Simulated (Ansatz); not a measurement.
Here is an Ansatz 0.2.0 calculation.

input.yaml

```yaml
crystal:
  lattice:
    - [0.0, 2.72525, 2.72525]
    - [2.72525, 0.0, 2.72525]
    - [2.72525, 2.72525, 0.0]
  atoms:
    - { symbol: Ga, position: [0.0, 0.0, 0.0] }
    - { symbol: P, position: [0.75, 0.75, 0.75] }
hamiltonian:
  xc: pbe
  pseudopotentials: { kind: paw }
kpoints:
  mp_grid: { grid: [8, 8, 8] }
  band_path:
    path:
      - [[0.0, 0.0, 0.0], [0.5, 0.0, 0.5], [0.5, 0.25, 0.75], [0.375, 0.375, 0.75], [0.0, 0.0, 0.0], [0.5, 0.5, 0.5], [0.625, 0.25, 0.625], [0.5, 0.25, 0.75], [0.5, 0.5, 0.5], [0.375, 0.375, 0.75]]
      - [[0.625, 0.25, 0.625], [0.5, 0.0, 0.5]]
    npoints: 14
scf:
  occupations: { method: fermi_dirac, width: 0.05 }
  n_extra_bands: 6
output:
  forces: true
  stress: true
  eigenvalues: true
  fatbands: false
```

Potentials or basis: Ansatz PAW.

Command:

```sh
$ ansatz run input.yaml --threads 2 --pin off --max-ram 5632MiB --backend cpu --events-out ev --progress --plain --runs-dir out
```

Question: What does it give for the band gap along the path?

Answer: 1.59 eV, indirect (least direct gap 1.83 eV).

Question: Predict the band gap on the k mesh.

Answer: 1.64 eV, indirect (least direct gap 1.83 eV).

Question: What does it give for the pressure?

Answer: 2.5 GPa.

Levels at the corners of the path, in eV from the valence-band top:
```tsv
point	band 5	band 6	band 7	band 8	band 9	band 10	band 11	band 12	band 13	band 14
Γ	-14.43	-12.49	0.00	0.00	0.00	1.83	3.89	3.89	3.89	8.81
X	-14.41	-9.53	-6.75	-2.68	-2.68	1.65	1.82	10.58	10.58	11.19
W	-14.42	-9.43	-6.55	-3.57	-3.42	4.70	4.86	6.10	6.14	11.59
K	-14.42	-9.56	-6.55	-3.94	-2.25	2.19	4.80	8.23	8.25	9.30
Γ	-14.43	-12.49	0.00	0.00	0.00	1.83	3.89	3.89	3.89	8.81
L	-14.42	-10.43	-6.63	-1.12	-1.12	1.67	4.71	4.71	8.28	10.88
U	-14.42	-9.56	-6.55	-3.94	-2.25	2.19	4.80	8.23	8.25	9.30
W	-14.42	-9.43	-6.55	-3.57	-3.42	4.70	4.86	6.10	6.14	11.59
L	-14.42	-10.43	-6.63	-1.12	-1.12	1.67	4.71	4.71	8.28	10.88
K	-14.42	-9.56	-6.55	-3.94	-2.25	2.19	4.80	8.23	8.25	9.30
U	-14.42	-9.56	-6.55	-3.94	-2.25	2.19	4.80	8.23	8.25	9.30
X	-14.41	-9.53	-6.75	-2.68	-2.68	1.65	1.82	10.58	10.58	11.19
```

Caveat: the k mesh misses the band edges, so the gap on the mesh is wider than the one along the path.

**The experiment to reproduce.**

From “Stacking defects in GaP nanowires: Electronic structure and optical properties”, 2018, arxiv:1810.01194, for a bulk crystal of GaP at 10 K: band gap 2.34 eV (indirect).

A measured gap of GaP is 2.34 eV (indirect; 10 K; quoted in “Stacking defects in GaP nanowires: Electronic structure and optical properties”, 2018, arxiv:1810.01194); the calculated 1.59 eV misses it by -0.75 eV. Spin-orbit coupling on Ga is left out. The value is that of PBE, without temperature or zero-point motion. Semilocal functionals fall short of measured gaps as a rule.
